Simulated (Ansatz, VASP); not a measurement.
# Cross-check of BN (BN(110)) between VASP and Ansatz

Aim: how closely do two programs agree when they are given the same cell, functional and k mesh? The structure shown is the end of the VASP relaxation below.

Method: plane waves, with VASP 6.6.1 beside it; single point at PBE and band structure at PBE, in Ansatz 0.2.0.

### 1. The starting structure

The cell holds 18 atoms: 9 B and 9 N. Its edges and angles: a = 2.564 Å, b = 3.625 Å, c = 26.254 Å, α = 90.0°, β = 90.0°, γ = 90.0°. It derives from BN. As first built, before any earlier steps moved the atoms (in the runner's words): 9 layers, cut at this functional's lattice. Vacuum lies along c.

Structure file:

```xyz
18
Lattice="2.5636 0.0000 0.0000 0.0000 3.6254 0.0000 0.0000 0.0000 26.2542" Properties=species:S:1:pos:R:3
B     0.0000    0.1754    8.2110
B     1.2818    1.8086    9.2187
B     0.0000    3.6168   10.5720
B     1.2818    1.7938   11.8395
B     0.0000    3.6084   13.1271
B     1.2818    1.7938   14.4147
B     0.0000    3.6168   15.6822
B     1.2818    1.8086   17.0355
B     0.0000    0.1754   18.0433
N     0.0000    2.6888    9.2434
N     1.2818    0.8403    7.9940
N     0.0000    2.7006   11.8406
N     1.2818    0.8947   10.5603
N     0.0000    2.7006   14.4136
N     1.2818    0.8888   13.1271
N     0.0000    2.6888   17.0109
N     1.2818    0.8947   15.6939
N     1.2818    0.8403   18.2602
```

### 2. VASP: relaxation, PBE

This run makes the geometry at which the two programs are then compared.

Lines of VASP's logs that name or quote its potential files are left out, and so is its time.

Input file INCAR:

```
SYSTEM = BN
PREC = Normal
ENCUT = 440
EDIFF = 1E-05
NELM = 120
ISMEAR = 0
SIGMA = 0.03
LREAL = Auto
ALGO = Fast
GGA = PE
NBANDS = 54
LORBIT = 11
LWAVE = .FALSE.
LCHARG = .FALSE.
KPAR = 4
IBRION = 2
NSW = 60
ISIF = 2
EDIFFG = -0.03
POTIM = 0.4
MAXMIX = 40
IDIPOL = 3
LDIPOL = .TRUE.
DIPOL = 0.5 0.5 0.5
```

Input file POSCAR:

```
BN
1.0
    2.5635602994      0.0000000000      0.0000000000
    0.0000000000      3.6254217434      0.0000000000
    0.0000000000      0.0000000000     26.2542411977
B N
9 9
Direct
    0.0000000000      0.0000000000      0.3047126700
    0.5000000000      0.5000000000      0.3535345000
    0.0000000000      0.0000000000      0.4023563400
    0.5000000000      0.5000000000      0.4511781700
    0.0000000000      0.0000000000      0.5000000000
    0.5000000000      0.5000000000      0.5488218300
    0.0000000000      0.0000000000      0.5976436600
    0.5000000000      0.5000000000      0.6464655000
    0.0000000000      0.0000000000      0.6952873300
    0.0000000000      0.7500000000      0.3535345000
    0.5000000000      0.2500000000      0.3047126700
    0.0000000000      0.7500000000      0.4511781700
    0.5000000000      0.2500000000      0.4023563400
    0.0000000000      0.7500000000      0.5488218300
    0.5000000000      0.2500000000      0.5000000000
    0.0000000000      0.7500000000      0.6464655000
    0.5000000000      0.2500000000      0.5976436600
    0.5000000000      0.2500000000      0.6952873300
```

Input file KPOINTS:

```
Automatic mesh
0
Gamma
9 7 1
0 0 0
```

Potentials, in the order of the species: B and N (PBE family, release 64).

Command:

```sh
> mpirun -np 4 vasp_std
```

Numbers of over 12 decimals in the logs are rounded to 6 here.

The program printed:

```text
[banner, memory and clock lines left out]
running    4 mpi-ranks, on    1 nodes
 distrk:  each k-point on    1 cores,    4 groups
 distr:  one band on    1 cores,    1 groups

 POSCAR found type information on POSCAR B N
 POSCAR found :  2 types and      18 ions
 LDA part: xc-table for (Slater+PW92), standard interpolation
 POSCAR, INCAR and KPOINTS ok, starting setup
 FFT: planning ... GRIDC
 FFT: planning ... GRID_SOFT
 FFT: planning ... GRID
 WAVECAR not read
 entering main loop
       N       E                     dE             d eps       ncg     rms          rms(c)
DAV:   1     0.440531981290E+03    0.44053E+03   -0.31831E+04  2168   0.104E+03
DAV:   2    -0.115815787231E+03   -0.55635E+03   -0.53060E+03  2870   0.279E+02
DAV:   3    -0.161061559461E+03   -0.45246E+02   -0.44841E+02  2640   0.830E+01
DAV:   4    -0.162353803135E+03   -0.12922E+01   -0.12899E+01  3120   0.150E+01
DAV:   5    -0.162383238790E+03   -0.29436E-01   -0.29422E-01  2872   0.203E+00    0.208E+01
RMM:   6    -0.152230942938E+03    0.10152E+02   -0.24632E+01  2167   0.170E+01    0.952E+00
RMM:   7    -0.151967354805E+03    0.26359E+00   -0.61600E+00  2170   0.890E+00    0.593E+00
RMM:   8    -0.151856139126E+03    0.11122E+00   -0.15494E+00  2167   0.464E+00    0.204E+00
RMM:   9    -0.151703373514E+03    0.15277E+00   -0.22801E-01  2187   0.200E+00    0.539E-01
RMM:  10    -0.151705242189E+03   -0.18687E-02   -0.11034E-01  2198   0.109E+00    0.260E-01
RMM:  11    -0.151704976539E+03    0.26565E-03   -0.10265E-02  2163   0.432E-01    0.682E-02
RMM:  12    -0.151705649215E+03   -0.67268E-03   -0.69001E-03  2269   0.248E-01    0.123E-01
RMM:  13    -0.151706073709E+03   -0.42449E-03   -0.36319E-03  2168   0.219E-01    0.726E-02
RMM:  14    -0.151706419819E+03   -0.34611E-03   -0.75308E-04  2217   0.887E-02    0.666E-02
RMM:  15    -0.151706662398E+03   -0.24258E-03   -0.21555E-04  2168   0.467E-02    0.297E-02
RMM:  16    -0.151706840461E+03   -0.17806E-03   -0.12676E-04  2075   0.325E-02    0.880E-03
RMM:  17    -0.151706919959E+03   -0.79497E-04   -0.12584E-04  2133   0.348E-02    0.182E-02
RMM:  18    -0.151706973846E+03   -0.53887E-04   -0.25118E-05  1552   0.193E-02    0.373E-03
RMM:  19    -0.151706999673E+03   -0.25827E-04   -0.89644E-06  1467   0.101E-02    0.266E-03
RMM:  20    -0.151707044849E+03   -0.45175E-04   -0.34133E-06  1381   0.527E-03    0.120E-03
RMM:  21    -0.151707060510E+03   -0.15662E-04   -0.22858E-06  1298   0.407E-03    0.274E-03
RMM:  22    -0.151707070246E+03   -0.97354E-05   -0.66223E-07   886   0.269E-03
   1 F= -.15170707E+03 E0= -.15170707E+03  d E =-.151707E+03
[... from here on, the cycles between the ionic steps are left out ...]
   2 F= -.15346845E+03 E0= -.15346845E+03  d E =-.176138E+01
   6 F= -.15382727E+03 E0= -.15382727E+03  d E =-.267031E-01
   7 F= -.15383058E+03 E0= -.15383058E+03  d E =-.300133E-01
   8 F= -.15383917E+03 E0= -.15383917E+03  d E =-.859432E-02
   9 F= -.15383921E+03 E0= -.15383921E+03  d E =-.863414E-02
  10 F= -.15384236E+03 E0= -.15384236E+03  d E =-.314364E-02
  11 F= -.15384237E+03 E0= -.15384237E+03  d E =-.315155E-02
  12 F= -.15384497E+03 E0= -.15384497E+03  d E =-.260728E-02
  13 F= -.15384546E+03 E0= -.15384546E+03  d E =-.309173E-02
  14 F= -.15384734E+03 E0= -.15384734E+03  d E =-.188632E-02
  15 F= -.15384741E+03 E0= -.15384741E+03  d E =-.195443E-02
  16 F= -.15384821E+03 E0= -.15384821E+03  d E =-.795772E-03
 trial-energy change:   -0.000796  1 .order   -0.000744   -0.001705    0.000216
 step:   1.0295(harm=  1.0133)  dis= 0.00487  next Energy=  -153.848218 (dE=-0.806E-03)
 bond charge predicted
       N       E                     dE             d eps       ncg     rms          rms(c)
DAV:   1    -0.153848211916E+03   -0.68716E-06   -0.31480E-03  2552   0.251E-01    0.135E-02
RMM:   2    -0.153848214785E+03   -0.28686E-05   -0.45284E-05  1880   0.306E-02
  17 F= -.15384821E+03 E0= -.15384821E+03  d E =-.802663E-03
 curvature:  -1.04 expect dE=-0.261E-03 dE for cont linesearch -0.721E-06
 trial: gam= 0.15210 g(F)=  0.250E-03 g(S)=  0.000E+00 ort = 0.465E-04 (trialstep = 0.112E+01)
 search vector abs. value=  0.336E-03
 reached required accuracy - stopping structural energy minimisation
```

OUTCAR, selected parts (step 2):

```text
ion  position               nearest neighbor table
   1  0.000  0.000  0.305-  10 1.57  11 1.57  11 1.57
   2  0.500  0.500  0.354-  11 1.57  10 1.57  10 1.57  13 1.57
   3  0.000  0.000  0.402-  12 1.57  13 1.57  13 1.57  10 1.57
   4  0.500  0.500  0.451-  13 1.57  15 1.57  12 1.57  12 1.57
   5  0.000  0.000  0.500-  12 1.57  14 1.57  15 1.57  15 1.57
   6  0.500  0.500  0.549-  15 1.57  17 1.57  14 1.57  14 1.57
   7  0.000  0.000  0.598-  14 1.57  17 1.57  17 1.57  16 1.57
   8  0.500  0.500  0.646-  18 1.57  16 1.57  16 1.57  17 1.57
   9  0.000  0.000  0.695-  16 1.57  18 1.57  18 1.57
  10  0.000  0.750  0.354-   1 1.57   2 1.57   2 1.57   3 1.57
  11  0.500  0.250  0.305-   2 1.57   1 1.57   1 1.57
  12  0.000  0.750  0.451-   3 1.57   5 1.57   4 1.57   4 1.57
  13  0.500  0.250  0.402-   4 1.57   3 1.57   3 1.57   2 1.57
  14  0.000  0.750  0.549-   5 1.57   7 1.57   6 1.57   6 1.57
  15  0.500  0.250  0.500-   4 1.57   6 1.57   5 1.57   5 1.57
  16  0.000  0.750  0.646-   9 1.57   8 1.57   8 1.57   7 1.57
  17  0.500  0.250  0.598-   6 1.57   7 1.57   7 1.57   8 1.57
  18  0.500  0.250  0.695-   8 1.57   9 1.57   9 1.57

  LATTYP: Found a simple orthorhombic cell.
 ALAT       =     2.5635602994
 B/A-ratio  =     1.4142135624
 C/A-ratio  =    10.2413199346

 Subroutine GETGRP returns: Found  4 space group operations
 (whereof  4 operations were pure point group operations)

The static configuration has the point symmetry C_2v.

 Found     20 irreducible k-points:

   k-points           NKPTS =     20   k-points in BZ     NKDIM =     20   number of bands    NBANDS=     54

   dimension x,y,z NGX =    14 NGY =   20 NGZ =  140
   dimension x,y,z NGXF=    28 NGYF=   40 NGZF=  280

   ENCUT  =  440.0 eV  32.34 Ry    5.69 a.u.   4.38  6.20 44.90*2*pi/ulx,y,z

   NELECT =      72.0000    total number of electrons

 k-points in reciprocal lattice and weights: Automatic mesh
   0.00000000  0.00000000  0.00000000       0.016
   0.11111111  0.00000000  0.00000000       0.032
   0.22222222  0.00000000  0.00000000       0.032
   0.33333333  0.00000000  0.00000000       0.032
   0.44444444  0.00000000  0.00000000       0.032
   0.00000000  0.14285714  0.00000000       0.032
   0.11111111  0.14285714  0.00000000       0.063
   0.22222222  0.14285714  0.00000000       0.063
   0.33333333  0.14285714  0.00000000       0.063
[...]
0.33333333  0.42857143  0.00000000       0.063
   0.44444444  0.42857143  0.00000000       0.063

 dipolmoment           0.000000      0.000000      0.000000 electrons x Angstroem

 average (electrostatic) potential at core
       1 -32.7496       2 -32.6716       3 -32.8166       4 -32.6621       5 -32.7199
       6 -32.6621       7 -32.8166       8 -32.6716       9 -32.7496      10 -68.6756
      11 -67.3771      12 -68.6367      13 -68.4946      14 -68.6367      15 -68.5854
      16 -68.6756      17 -68.4946      18 -67.3771

 E-fermi :  -0.3056

 k-point     1 :       0.0000    0.0000    0.0000
  band No.  band energies     occupation
    ...
     32      -1.6858      2.00000
     33      -1.2079      2.00000
     34      -0.9010      2.00000
     35      -0.5601      2.00000
     36      -0.4389      2.00000
     37       3.9729      0.00000
     38       4.6715      0.00000
     39       5.0184      0.00000
     40       5.3340      0.00000
     41       5.9202      0.00000
    ...

 k-point     2 :       0.1111    0.0000    0.0000
  band No.  band energies     occupation
    ...
     32      -2.0345      2.00000
     33      -1.8395      2.00000
     34      -1.7778      2.00000
     35      -0.7052      2.00000
     36      -0.6790      2.00000
     37       4.4586      0.00000
     38       4.8006      0.00000
     39       5.3240      0.00000
     40       5.8352      0.00000
     41       6.2598      0.00000
    ...

 k-point     3 :       0.2222    0.0000    0.0000
  band No.  band energies     occupation
    ...
     32      -3.3387      2.00000
     33      -2.8253      2.00000
     34      -2.0907      2.00000
     35      -1.1774      2.00000
     36      -1.0087      2.00000
     37       4.3381      0.00000
     38       4.4577      0.00000
     39       6.1831      0.00000
     40       6.3020      0.00000
     41       6.4105      0.00000
    ...

  Total       -4.0000690      0.8762146     -2.1266415      0.0000000      0.0000000      0.0000000
  in kB      -26.2649469      5.7533329    -13.9637907      0.0000000      0.0000000      0.0000000
  external PRESSURE =     -11.4918015 kB  Pullay stress =       0.0000000 kB

  energy-cutoff  :      440.00
  volume of cell :      244.01
      direct lattice vectors                 reciprocal lattice vectors
     2.563560299  0.000000000  0.000000000     0.390082496  0.000000000  0.000000000
     0.000000000  3.625421743  0.000000000     0.000000000  0.275829978  0.000000000
     0.000000000  0.000000000 26.254241198     0.000000000  0.000000000  0.038089084

 POSITION                                       TOTAL-FORCE (eV/Angst)
 -----------------------------------------------------------------------------------
      0.00000      0.17537      8.21099        -0.000000     -0.021608      0.016500
      1.28178      1.80856      9.21872        -0.000000     -0.000811      0.009068
      0.00000      3.61683     10.57203        -0.000000      0.011712     -0.018665
      1.28178      1.79380     11.83952        -0.000000      0.007058      0.012706
      0.00000      3.60844     13.12712        -0.000000      0.023919     -0.000000
      1.28178      1.79380     14.41472        -0.000000      0.007058     -0.012706
      0.00000      3.61683     15.68221         0.000000      0.011712      0.018665
      1.28178      1.80856     17.03552        -0.000000     -0.000811     -0.009068
      0.00000      0.17537     18.04325        -0.000000     -0.021608     -0.016500
      0.00000      2.68879      9.24339        -0.000000      0.002578      0.006289
      1.28178      0.84032      7.99403        -0.000000     -0.011314      0.018614
      0.00000      2.70060     11.84065        -0.000000     -0.000673      0.018453
      1.28178      0.89466     10.56035         0.000000     -0.008018      0.018323
      0.00000      2.70060     14.41360        -0.000000     -0.000673     -0.018453
      1.28178      0.88883     13.12712        -0.000000      0.018236     -0.000000
      0.00000      2.68879     17.01085        -0.000000      0.002578     -0.006289
      1.28178      0.89466     15.69389         0.000000     -0.008018     -0.018323
      1.28178      0.84032     18.26021        -0.000000     -0.011314     -0.018614
 -----------------------------------------------------------------------------------
    total drift:                                0.000000     -0.012062     -0.000021

  FREE ENERGIE OF THE ION-ELECTRON SYSTEM (eV)
  ---------------------------------------------------
  free  energy   TOTEN  =      -153.8482147848 eV

  energy  without entropy=     -153.8482147848  energy(sigma->0) =     -153.84821478

 reached required accuracy - stopping structural energy minimisation

 vacuum level on the upper side and lower side of the slab         5.846         5.846

 total charge
# of ion       s       p       d       tot
------------------------------------------
    1        0.733   1.315   0.000   2.048
    2        0.669   1.322   0.000   1.991
    3        0.671   1.326   0.000   1.996
    4        0.675   1.349   0.000   2.024
    5        0.674   1.343   0.000   2.016
    6        0.675   1.349   0.000   2.024
    7        0.671   1.326   0.000   1.996
    8        0.669   1.322   0.000   1.991
    9        0.733   1.315   0.000   2.048
   10        1.225   2.734   0.000   3.959
   11        1.231   2.708   0.000   3.939
   12        1.219   2.734   0.000   3.953
   13        1.220   2.722   0.000   3.942
   14        1.219   2.734   0.000   3.953
   15        1.219   2.733   0.000   3.952
   16        1.225   2.734   0.000   3.959
   17        1.220   2.722   0.000   3.942
   18        1.231   2.708   0.000   3.939
--------------------------------------------------
tot         17.178  36.495   0.000  53.673

[... 3 further parts left out ...]
```

CONTCAR:

```
BN
   1.00000000000000
     2.5635602994000002    0.0000000000000000    0.0000000000000000
     0.0000000000000000    3.6254217434000000    0.0000000000000000
     0.0000000000000000    0.0000000000000000   26.2542411977000008
  B               N
     9     9
Direct
     0.0000000000000000    0.0483727684685591    0.3127490176903571
     0.5000000000000000    0.4988551026455951    0.3511326893643867
     0.0000000000000000    0.9976305131396889    0.4026790427270758
     0.5000000000000000    0.4947850503170963    0.4509564469699757
     0.0000000000000000    0.9953156418927019    0.5000000000000000
     0.5000000000000000    0.4947850503170963    0.5490435530300241
     0.0000000000000000    0.9976305131396889    0.5973209572729241
     0.5000000000000000    0.4988551026455951    0.6488673106356132
     0.0000000000000000    0.0483727684685591    0.6872509823096425
     0.0000000000000000    0.7416491882289696    0.3520721715176523
     0.5000000000000000    0.2317859647938859    0.3044851558973126
     0.0000000000000000    0.7449072591113243    0.4509993345705120
     0.5000000000000000    0.2467729056827541    0.4022340378502552
     0.0000000000000000    0.7449072591113243    0.5490006654294882
     0.5000000000000000    0.2451668533315513    0.5000000000000000
     0.0000000000000000    0.7416491882289696    0.6479278284823476
     0.5000000000000000    0.2467729056827541    0.5977659621497449
     0.5000000000000000    0.2317859647938859    0.6955148441026876
```

The run keeps the 4 symmetry operations of its start, so it cannot find a distortion of lower symmetry.

(Part 1 of 3 ends here.)

[Lines on the potential files, build, host, timing and source positions are cut from VASP's logs without a mark.]

[Logs are printed without paths, hosts, clocks, repeated set-up lines and the standing remarks that a program may print on its own settings, such as how far it seeks lower states.]

[Hosts, paths, dates, database ids (printed as entryN), source tags and the programs' standing remarks are cut or masked in the printed files.]
